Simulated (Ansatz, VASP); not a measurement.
# In3HSe in VASP and in Ansatz

```
CELL_PARAMETERS angstrom
4.59320 0.00000 0.00000
0.00000 4.59320 0.00000
0.00000 0.00000 4.59320
ATOMIC_POSITIONS crystal
Se 0.00000 0.00000 0.00000
H 0.50000 0.50000 0.50000
In 0.50000 0.50000 0.00000
In 0.50000 0.00000 0.50000
In 0.00000 0.50000 0.50000
```

The cell comes from a database or a generator and needn't be the stable form of this composition.

Alike in both runs: task single point; functional PBEsol; k mesh 4 × 4 × 4; occupations gaussian, width 0.05 eV; no spin polarisation.

```csv
,VASP,Ansatz
version,VASP 6.6.1,Ansatz 0.2.0
potentials or method,"VASP PAW PBE potentials, release 64 (Se, H, In_d)","scalar-relativistic, plane waves, PAW"
plane-wave cutoff (eV),520,420
valence electrons in the cell,46,56
```

```csv
,VASP,Ansatz,Ansatz less VASP
gap on the k mesh at the Fermi level (eV),none,none,-
pressure (GPa),5.1,5.2,+0.01
```

A gap of «none» marks a metal or a gap that the smearing closes. The functional is the same, so the differences come from potentials, cutoffs and numerics. The two sets of potentials don't hold the same shells in valence.

Caveats: the PAW data sets were made with another functional, which shifts forces and pressure a little (VASP).
